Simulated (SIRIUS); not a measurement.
# CuO (Pm-3m) in SIRIUS: notebook

One crystal, CuO, is run at these levels: PBE; tasks: single point.

Program: SIRIUS 7.12.0. These are calculated values, not measurements. Logs are shortened: lines on timing, memory, paths and dates and some standing lists are left out, and cuts for length are marked. The log counts tension as positive stress, the text compression.

## Step 1: The undisturbed crystal

It takes space group Pm-3m (No. 221, cubic). Conventional cell: a = 2.553 Å, b = 2.553 Å, c = 2.553 Å, α = 90.00°, β = 90.00°, γ = 90.00°. Cu (site symmetry m-3m) is surrounded by 8 O at 2.21 Å. Around O (site symmetry m-3m) lie 8 Cu at 2.21 Å.

Measurements of this composition are mostly on another form, of space group No. 15.

## Step 2: Single point, PBE (atoms moved at random)

sirius.json reads:

```json
{
  "control": {
    "processing_unit": "cpu",
    "std_evp_solver_name": "lapack",
    "gen_evp_solver_name": "lapack",
    "verbosity": 2,
    "print_forces": true,
    "ortho_rf": true,
    "use_second_variation": true,
    "rmt_max": 3.0,
    "num_bands_to_print": 22,
    "save_wf": true
  },
  "parameters": {
    "electronic_structure_method": "full_potential_lapwlo",
    "xc_functionals": ["XC_GGA_X_PBE", "XC_GGA_C_PBE"],
    "core_relativity": "dirac",
    "valence_relativity": "iora",
    "num_fv_states": 22,
    "smearing": "fermi_dirac",
    "smearing_width": 0.0018374661,
    "pw_cutoff": 24,
    "gk_cutoff": 4.56,
    "lmax_apw": 12,
    "lmax_rho": 8,
    "lmax_pot": 8,
    "num_mag_dims": 0,
    "auto_rmt": 0,
    "ngridk": [10, 10, 10],
    "shiftk": [0, 0, 0],
    "num_dft_iter": 80,
    "energy_tol": 1e-07,
    "density_tol": 1e-05,
    "use_symmetry": true
  },
  "settings": {"tol_ne": 1e-10},
  "iterative_solver": {"type": "exact"},
  "mixer": {"type": "anderson", "beta": 0.5, "max_history": 8},
  "unit_cell": {
    "lattice_vectors": [[4.8236215721, 0.0, 0.0], [0.0, 4.8236215721, 0.0], [0.0, 0.0, 4.8236215721]],
    "atom_types": ["Cu", "O"],
    "atom_files": {"Cu": "Cu.json", "O": "O.json"},
    "atoms": {"Cu": [[0.002969, 0.001622, -0.007776]], "O": [[0.505484, 0.500051, 0.491503]]}
  }
}
```

Cu.json reads:

```json
{
  "name": "copper",
  "symbol": "Cu",
  "number": 29,
  "mass": 63.546,
  "rmin": 1e-06,
  "rmt": 2.37,
  "nrmt": 800,
  "rinf": 15.61,
  "core": "1s2s2p",
  "valence": [
    {"basis": [{"enu": 0.07, "dme": 0, "n": 0, "auto": 0}, {"enu": 0.07, "dme": 1, "n": 0, "auto": 0}]},
    {"l": 0, "n": 1, "basis": [{"enu": 0.17, "dme": 0, "n": 0, "auto": 0}]},
    {"l": 1, "n": 2, "basis": [{"enu": 0.17, "dme": 0, "n": 0, "auto": 0}]},
    {"l": 2, "n": 3, "basis": [{"enu": 0.17, "dme": 0, "n": 0, "auto": 0}]},
    {"l": 3, "n": 4, "basis": [{"enu": 0.17, "dme": 0, "n": 0, "auto": 0}]}
  ],
  "lo": [
    {"l": 0, "basis": [{"enu": 0.17, "dme": 0, "n": 0, "auto": 0}, {"enu": 0.17, "dme": 1, "n": 0, "auto": 0}]},
    {
      "l": 0,
      "basis": [{"enu": -3.8359, "dme": 0, "n": 3, "auto": 1}, {"enu": -3.8359, "dme": 1, "n": 3, "auto": 1}]
    },
    {
      "l": 0,
      "basis": [{"enu": -3.8359, "dme": 1, "n": 3, "auto": 1}, {"enu": 0.17, "dme": 0, "n": 0, "auto": 0}]
    },
    {"l": 0, "basis": [{"enu": 0.17, "dme": 0, "n": 0, "auto": 0}, {"enu": 3.0185, "dme": 0, "n": 0, "auto": 0}]},
    {"l": 1, "basis": [{"enu": 0.17, "dme": 0, "n": 0, "auto": 0}, {"enu": 0.17, "dme": 1, "n": 0, "auto": 0}]},
    {
      "l": 1,
      "basis": [{"enu": -2.2953, "dme": 0, "n": 3, "auto": 1}, {"enu": -2.2953, "dme": 1, "n": 3, "auto": 1}]
    },
    {
      "l": 1,
      "basis": [{"enu": -2.2953, "dme": 1, "n": 3, "auto": 1}, {"enu": 0.17, "dme": 0, "n": 0, "auto": 0}]
    },
    {"l": 1, "basis": [{"enu": 0.17, "dme": 0, "n": 0, "auto": 0}, {"enu": 3.4458, "dme": 0, "n": 0, "auto": 0}]},
    {"l": 2, "basis": [{"enu": 0.17, "dme": 0, "n": 0, "auto": 0}, {"enu": 0.17, "dme": 1, "n": 0, "auto": 0}]},
    {"l": 2, "basis": [{"enu": 0.17, "dme": 1, "n": 0, "auto": 0}, {"enu": 0.17, "dme": 2, "n": 0, "auto": 0}]},
    {"l": 2, "basis": [{"enu": 0.17, "dme": 0, "n": 0, "auto": 0}, {"enu": 2.9473, "dme": 0, "n": 0, "auto": 0}]},
    {"l": 3, "basis": [{"enu": 0.17, "dme": 0, "n": 0, "auto": 0}, {"enu": 0.17, "dme": 1, "n": 0, "auto": 0}]},
    {"l": 3, "basis": [{"enu": 0.17, "dme": 0, "n": 0, "auto": 0}, {"enu": 3.2678, "dme": 0, "n": 0, "auto": 0}]}
  ],
  "free_atom": [... radial grid and density of the free atom, the start of the SCF ...]
}
```

O.json reads:

```json
{
  "name": "oxygen",
  "symbol": "O",
  "number": 8,
  "mass": 15.9994,
  "rmin": 1e-06,
  "rmt": 1.58,
  "nrmt": 800,
  "rinf": 11.55,
  "core": "1s",
  "valence": [
    {"basis": [{"enu": 0.07, "dme": 0, "n": 0, "auto": 0}, {"enu": 0.07, "dme": 1, "n": 0, "auto": 0}]},
    {"l": 0, "n": 1, "basis": [{"enu": -0.0471, "dme": 0, "n": 0, "auto": 0}]},
    {"l": 1, "n": 2, "basis": [{"enu": 0.17, "dme": 0, "n": 0, "auto": 0}]},
    {"l": 2, "n": 3, "basis": [{"enu": 0.17, "dme": 0, "n": 0, "auto": 0}]},
    {"l": 3, "n": 4, "basis": [{"enu": 0.17, "dme": 0, "n": 0, "auto": 0}]}
  ],
  "lo": [
    {
      "l": 0,
      "basis": [{"enu": -0.0471, "dme": 0, "n": 0, "auto": 0}, {"enu": -0.0471, "dme": 1, "n": 0, "auto": 0}]
    },
    {
      "l": 0,
      "basis": [{"enu": -0.0471, "dme": 1, "n": 0, "auto": 0}, {"enu": -0.0471, "dme": 2, "n": 0, "auto": 0}]
    },
    {
      "l": 0,
      "basis": [{"enu": -0.0471, "dme": 0, "n": 0, "auto": 0}, {"enu": 4.7598, "dme": 0, "n": 0, "auto": 0}]
    },
    {"l": 1, "basis": [{"enu": 0.17, "dme": 0, "n": 0, "auto": 0}, {"enu": 0.17, "dme": 1, "n": 0, "auto": 0}]},
    {"l": 1, "basis": [{"enu": 0.17, "dme": 1, "n": 0, "auto": 0}, {"enu": 0.17, "dme": 2, "n": 0, "auto": 0}]},
    {"l": 1, "basis": [{"enu": 0.17, "dme": 0, "n": 0, "auto": 0}, {"enu": 5.698, "dme": 0, "n": 0, "auto": 0}]},
    {"l": 2, "basis": [{"enu": 0.17, "dme": 0, "n": 0, "auto": 0}, {"enu": 0.17, "dme": 1, "n": 0, "auto": 0}]},
    {"l": 2, "basis": [{"enu": 0.17, "dme": 1, "n": 0, "auto": 0}, {"enu": 0.17, "dme": 2, "n": 0, "auto": 0}]},
    {"l": 2, "basis": [{"enu": 0.17, "dme": 0, "n": 0, "auto": 0}, {"enu": 6.419, "dme": 0, "n": 0, "auto": 0}]},
    {"l": 3, "basis": [{"enu": 0.17, "dme": 0, "n": 0, "auto": 0}, {"enu": 0.17, "dme": 1, "n": 0, "auto": 0}]}
  ],
  "free_atom": [... radial grid and density of the free atom, the start of the SCF ...]
}
```

sirius_start.json reads:

```json
{
  "control": {
    "processing_unit": "cpu",
    "std_evp_solver_name": "lapack",
    "gen_evp_solver_name": "lapack",
    "verbosity": 1,
    "print_forces": false,
    "ortho_rf": true,
    "use_second_variation": true,
    "rmt_max": 3.0,
    "num_bands_to_print": 22,
    "save_wf": false
  },
  "parameters": {
    "electronic_structure_method": "full_potential_lapwlo",
    "xc_functionals": ["XC_LDA_X", "XC_LDA_C_PW"],
    "core_relativity": "dirac",
    "valence_relativity": "iora",
    "num_fv_states": 22,
    "smearing": "fermi_dirac",
    "smearing_width": 0.0055123983,
    "pw_cutoff": 24,
    "gk_cutoff": 3.65,
    "lmax_apw": 12,
    "lmax_rho": 8,
    "lmax_pot": 8,
    "num_mag_dims": 0,
    "auto_rmt": 0,
    "ngridk": [4, 4, 4],
    "shiftk": [0, 0, 0],
    "num_dft_iter": 30,
    "energy_tol": 0.01,
    "density_tol": 0.05,
    "use_symmetry": true
  },
  "settings": {"tol_ne": 1e-10},
  "iterative_solver": {"type": "exact"},
  "mixer": {"type": "anderson", "beta": 0.5, "max_history": 8},
  "unit_cell": {
    "lattice_vectors": [[4.8236215721, 0.0, 0.0], [0.0, 4.8236215721, 0.0], [0.0, 0.0, 4.8236215721]],
    "atom_types": ["Cu", "O"],
    "atom_files": {"Cu": "Cu.json", "O": "O.json"},
    "atoms": {"Cu": [[0.002969, 0.001622, -0.007776]], "O": [[0.505484, 0.500051, 0.491503]]}
  }
}
```

Potentials or basis: all-electron FP-LAPW, apw+lo standard.

On the command line:

```sh
OMP_NUM_THREADS=1 sirius.scf --input=sirius_start.json --output=start.json
OMP_NUM_THREADS=1 sirius.scf --input=sirius.json --output=output.json --task=1
```

The program printed:

```text
[info] SIRIUS version : 7.12.0
[info] number of MPI ranks           : 1
[info] MPI grid                      : 1 1
[info] maximum number of OMP threads : 1
[fft] FFT context for density and potential
[fft] =====================================
[fft]   plane wave cutoff                     : 24
[fft]   grid size                             : 40 40 40   total : 64000
[fft]   grid limits                           : -19 20   -19 20   -19 20
[fft]   number of G-vectors within the cutoff : 26145
[fft]   number of G-shells                    : 720
[fft] FFT context for coarse grid
[fft] =====================================
[fft]   plane wave cutoff                     : 9.12
[fft]   grid size                             : 18 18 18   total : 5832
[fft]   grid limits                           : -8 9   -8 9   -8 9
[fft]   number of G-vectors within the cutoff : 1419
[fft]   number of G-shells                    : 58
[unit cell] lattice vectors
[unit cell]   a1 :       4.8236215721      0.0000000000      0.0000000000
[unit cell]   a2 :       0.0000000000      4.8236215721      0.0000000000
[unit cell]   a3 :       0.0000000000      0.0000000000      4.8236215721
[unit cell] reciprocal lattice vectors
[unit cell]   b1 :       1.3025867003      0.0000000000      0.0000000000
[unit cell]   b2 :       0.0000000000      1.3025867003      0.0000000000
[unit cell]   b3 :       0.0000000000      0.0000000000      1.3025867003
[unit cell] unit cell volume :       112.23277114 [a.u.^3]
[unit cell] 1/sqrt(omega)    :         0.09439308
[unit cell] MT volume        :        72.28329268 (64.40%)
[unit cell] IT volume        :        39.94947845 (35.60%)
[unit cell] number of atom types : 2
[unit cell] type id : 0 symbol : Cu mt_radius :   2.370000 num_atoms : 1
[unit cell] type id : 1 symbol :  O mt_radius :   1.580000 num_atoms : 1
[unit cell] total number of atoms : 2
[unit cell] number of symmetry classes : 2
[unit cell] atom id  type id  class id             position                      vector_field
[unit cell] ------------------------------------------------------------------------------------------
[unit cell]      0        0        0      0.00297   0.00162  -0.00778      0.00000   0.00000   0.00000
[unit cell]      1        1        1      0.50548   0.50005   0.49150      0.00000   0.00000   0.00000
[unit cell] atom id         position (Cartesian, a.u.)
[unit cell] ---------------------------------------------
[unit cell]      0       0.014321    0.007824   -0.037508
[... 797 lines left out ...]
[diagonalize] ik:  501   -3.862425   -2.297693   -2.297692   -2.296905   -0.357346    0.032706    0.032707    0.069955    0.191606    0.220549    0.241205    0.241210    0.275196    0.497352    0.595888    0.595897    0.916842    1.055335    1.133446    1.133449    1.706282    1.709347
[diagonalize] ik:  502   -3.862382   -2.297641   -2.297640   -2.297421   -0.346171    0.027125    0.027126    0.037284    0.212573    0.220851    0.269521    0.269527    0.280696    0.516608    0.547520    0.547530    0.828467    1.107003    1.128597    1.128601    1.679638    1.882016
[diagonalize] ik:  503   -3.862365   -2.297622   -2.297620   -2.297617   -0.341560    0.025129    0.025130    0.025135    0.220966    0.220968    0.282394    0.282399    0.282407    0.527338    0.527351    0.527361    0.793137    1.127696    1.127708    1.127716    1.668763    1.972065
[generate_core_charge_density] atom class : 0
[generate_core_charge_density]   n,l,k : 1 0 1  energy :        -324.86201999
[generate_core_charge_density]   n,l,k : 2 0 1  energy :         -38.68602798
[generate_core_charge_density]   n,l,k : 2 1 1  energy :         -33.84583283
[generate_core_charge_density]   n,l,k : 2 1 2  energy :         -33.09250447
[generate_core_charge_density] atom class : 1
[generate_core_charge_density]   n,l,k : 1 0 1  energy :         -18.32705625
[find] Total energy                   :   -1730.20782928 (Ha),   -3460.41565856 (Ry)
[find] iteration : 1, RMS (target) : 1.0883e-01 (1.0000e-05) , energy difference (target) : 5.6124e-04 (1.0000e-07)
[find] Total energy                   :   -1730.20561475 (Ha),   -3460.41122949 (Ry)
[find] iteration : 2, RMS (target) : 1.2158e-01 (1.0000e-05) , energy difference (target) : 2.2145e-03 (1.0000e-07)
[find] Total energy                   :   -1730.20919394 (Ha),   -3460.41838787 (Ry)
[... 18 lines left out ...]
[find] valence_eval_sum               :     -19.70955728
[find] core_eval_sum                  :    -963.65308218
[find] kinetic energy                 :    1758.32112003
[find] enuc                           :   -2090.95682924
[find] <rho|V^{XC}>                   :     -98.89716446
[find] <rho|E^{XC}>                   :     -76.18029638
[find] <mag|B^{XC}>                   :       0.00000000
[find] <rho|V^{H}>                    :   -2642.78659511
[find] smearing (-TS)                 :      -0.00081906
[find] SCF correction                 :       0.00005481
[find] Total energy                   :   -1730.20924834 (Ha),   -3460.41849667 (Ry)
[find] Free energy (E-TS)             :   -1730.21006740 (Ha),   -3460.42013479 (Ry)
[find] band gap (eV)                  :       0.00000000
[find] Efermi                         :       0.27797932
[find] iteration : 7, RMS (target) : 5.1084e-06 (1.0000e-05) , energy difference (target) : -4.5616e-09 (1.0000e-07)
[find] converged after 8 SCF iterations!
[find] Charges and magnetic moments
[find] --------------------------------------------------------------------------------
[find] atom      charge    core leakage
[find] --------------------------------------------------------------------------------
[find]    0   28.162922    1.116118e-14
[find]    1    7.011106    1.436948e-07
[find] total core leakage    : 1.43694816e-07
[find] interstitial charge   : 1.825971
[find] total charge          : 36.999999
[find] Energy
[find] --------------------------------------------------------------------------------
[find] valence_eval_sum               :     -19.70955728
[find] core_eval_sum                  :    -963.65308218
[find] kinetic energy                 :    1758.32112003
[find] enuc                           :   -2090.95682924
[find] <rho|V^{XC}>                   :     -98.89716446
[find] <rho|E^{XC}>                   :     -76.18029638
[find] <mag|B^{XC}>                   :       0.00000000
[find] <rho|V^{H}>                    :   -2642.78659511
[find] smearing (-TS)                 :      -0.00081906
[find] SCF correction                 :       0.00005481
[find] Total energy                   :   -1730.20924834 (Ha),   -3460.41849667 (Ry)
[find] Free energy (E-TS)             :   -1730.21006740 (Ha),   -3460.42013479 (Ry)
[find] band gap (eV)                  :       0.00000000
[find] Efermi                         :       0.27797932
[ground_state]
[ground_state] ==== total Forces in Ha/bohr =====
[ground_state] atom:    0, force:       0.0003002     -0.0001876     -0.0000861
[ground_state] atom:    1, force:      -0.0003021      0.0001888      0.0000866
[ground_state] ==== contribution from density =====
[ground_state] atom:    0, force:       0.0106816     -0.0066725     -0.0030624
[ground_state] atom:    1, force:      -0.0002469      0.0001542      0.0000708
[ground_state] ==== contribution from Hartree potential =====
[ground_state] atom:    0, force:      -0.0089303      0.0055782      0.0025601
[ground_state] atom:    1, force:      -0.0019490      0.0012176      0.0005588
[ground_state] ==== contribution from IBS =====
[ground_state] atom:    0, force:      -0.0014511      0.0009066      0.0004161
[ground_state] atom:    1, force:       0.0018939     -0.0011830     -0.0005430
```

It took 10 min on 1 thread of Arm Neoverse N1, shared host; peak memory 1.8 GiB.

Results:

```
Free energy                                       : -47081.4144 eV
Largest force                                     : 0.019 eV/Å
Band gap on the k mesh                            : none (metal or under the smearing width)
All electrons inside the program's atomic spheres : Cu 28.16; O 7.01 (radii Cu 2.37, O 1.58 bohr)
```

Forces on the atoms (eV/Å):
```
Cu   0.015 -0.010 -0.004
O   -0.016  0.010  0.004
```

Caveat: an odd number of electrons without spin polarisation forces a metal; a magnetic or distorted state may lie lower; the run has no spin polarisation, though such a crystal can be magnetic; semilocal functionals often make such compounds metallic where correlation or magnetic order opens a gap, which also shifts bond lengths.

## Step 3: Single point, PBE (atoms moved at random)

sirius.json, as its differences from that of step 2:

```diff
@@ -42,3 +42,3 @@
     "atom_files": {"Cu": "Cu.json", "O": "O.json"},
-    "atoms": {"Cu": [[0.002969, 0.001622, -0.007776]], "O": [[0.505484, 0.500051, 0.491503]]}
+    "atoms": {"Cu": [[0.012894, 0.002747, -0.003667]], "O": [[0.483761, 0.502269, 0.500364]]}
   }
```

Cu.json is that of step 2.

O.json is that of step 2.

sirius_start.json, as its differences from that of step 2:

```diff
@@ -42,3 +42,3 @@
     "atom_files": {"Cu": "Cu.json", "O": "O.json"},
-    "atoms": {"Cu": [[0.002969, 0.001622, -0.007776]], "O": [[0.505484, 0.500051, 0.491503]]}
+    "atoms": {"Cu": [[0.012894, 0.002747, -0.003667]], "O": [[0.483761, 0.502269, 0.500364]]}
   }
```

Potentials or basis: all-electron FP-LAPW, apw+lo standard.

On the command line:

```sh
OMP_NUM_THREADS=1 sirius.scf --input=sirius_start.json --output=start.json
OMP_NUM_THREADS=1 sirius.scf --input=sirius.json --output=output.json --task=1
```

Wall time 10 min (1 thread of Arm Neoverse N1, shared host); peak memory 1.8 GiB.

Results (log left out):

```
Free energy                                       : -47081.4076 eV
Largest force                                     : 0.171 eV/Å
Band gap on the k mesh                            : none (metal or under the smearing width)
All electrons inside the program's atomic spheres : Cu 28.17; O 7.01 (radii Cu 2.37, O 1.58 bohr)
```

Forces on the atoms (eV/Å):
```
Cu  -0.167 -0.003  0.025
O    0.169  0.003 -0.026
```

Levels at points of the mesh, in eV from the Fermi level:
```tsv
k point	band 11	band 12	band 13	band 14	band 15	band 16
(0.00, 0.00, 0.00)	-1.74	-1.65	-1.65	1.23	16.05	16.15
(0.50, 0.00, 0.00)	-1.20	0.44	0.45	6.92	8.66	17.78
(0.00, 0.50, 0.00)	-1.22	0.41	0.47	6.95	8.64	17.81
(0.50, 0.50, 0.00)	-2.25	-1.23	-1.00	5.52	12.09	12.12
(0.00, 0.00, 0.50)	-1.22	0.41	0.47	6.95	8.64	17.81
(0.50, 0.00, 0.50)	-2.25	-1.23	-1.00	5.52	12.08	12.12
(0.00, 0.50, 0.50)	-2.24	-1.24	-1.00	5.55	12.09	12.09
(0.50, 0.50, 0.50)	0.35	0.35	0.37	7.07	7.11	7.11
```

Caveat: an odd number of electrons without spin polarisation forces a metal; a magnetic or distorted state may lie lower; the run has no spin polarisation, though such a crystal can be magnetic; semilocal functionals often make such compounds metallic where correlation or magnetic order opens a gap, which also shifts bond lengths.
